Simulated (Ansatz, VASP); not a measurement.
Given: the input of a run of Ansatz 0.2.0 on KF (Carobbiite).

Contents of input.yaml:

```yaml
crystal:
  lattice:
    - [0.0, 2.6357394923, 2.6357394923]
    - [2.6357394923, 0.0, 2.6357394923]
    - [2.6357394923, 2.6357394923, 0.0]
  atoms:
    - { symbol: K, position: [0.0, 0.0, 0.0] }
    - { symbol: F, position: [0.5, 0.5, 0.5] }
hamiltonian:
  xc: pbe
  pseudopotentials: { kind: paw }
kpoints:
  mp_grid: { grid: [9, 9, 9] }
scf:
  occupations: { method: fermi_dirac, width: 0.05 }
output:
  forces: true
  stress: true
  eigenvalues: true
```

Potentials or basis: Ansatz PAW.

The run is started by

```console
$ ansatz run input.yaml --threads 1 --pin off --max-ram 3584MiB --backend cpu --events-out ev --progress --plain --runs-dir out
```

Problem. Translate it to VASP 6.6.1. Potentials there: VASP PAW PBE potentials, release 64 (K_sv, F).

Solution. As run (the cutoff follows the program's own potentials):

Contents of INCAR:

```
SYSTEM = KF
PREC = Accurate
ENCUT = 520
EDIFF = 1E-7
ISMEAR = -1
SIGMA = 0.05
LREAL = .FALSE.
LASPH = .TRUE.
NELM = 100
ALGO = Normal
ISIF = 2
LWAVE = .FALSE.
LCHARG = .FALSE.
GGA = PE
NBANDS = 15
```

The input KPOINTS:

```
Automatic mesh
0
G
  9 9 9
  0 0 0
```

The input POSCAR:

```
KF
1.0
    0.0000000000      2.6357394923      2.6357394923
    2.6357394923      0.0000000000      2.6357394923
    2.6357394923      2.6357394923      0.0000000000
K F
1 1
Direct
    0.0000000000      0.0000000000      0.0000000000
    0.5000000000      0.5000000000      0.5000000000
```

Potentials or basis: VASP PAW PBE potentials, release 64 (K_sv, F).

Launch:

```sh
$ cat potpaw_PBE.64/K_sv/POTCAR potpaw_PBE.64/F/POTCAR > POTCAR
$ mpirun -np 1 vasp_std > vasp.out
```

Both were run:

|  | VASP | Ansatz | Ansatz less VASP |
| --- | --- | --- | --- |
| gap on the k mesh at the Fermi level (eV) | 6.38 | 6.40 | +0.018 |
| least direct gap on the mesh (eV) | 6.38 | 6.40 | +0.018 |
| pressure (GPa) | 3.1 | 3.0 | -0.08 |

Caveats: an odd mesh through Γ misses points on the zone boundary, where band edges often lie (VASP); odd divisions of the mesh miss points on the zone boundary, where band edges often lie, so the gap on the mesh can be too wide (Ansatz); the pressure holds a Pulay correction of +0.3 GPa for the finite cutoff (Ansatz).
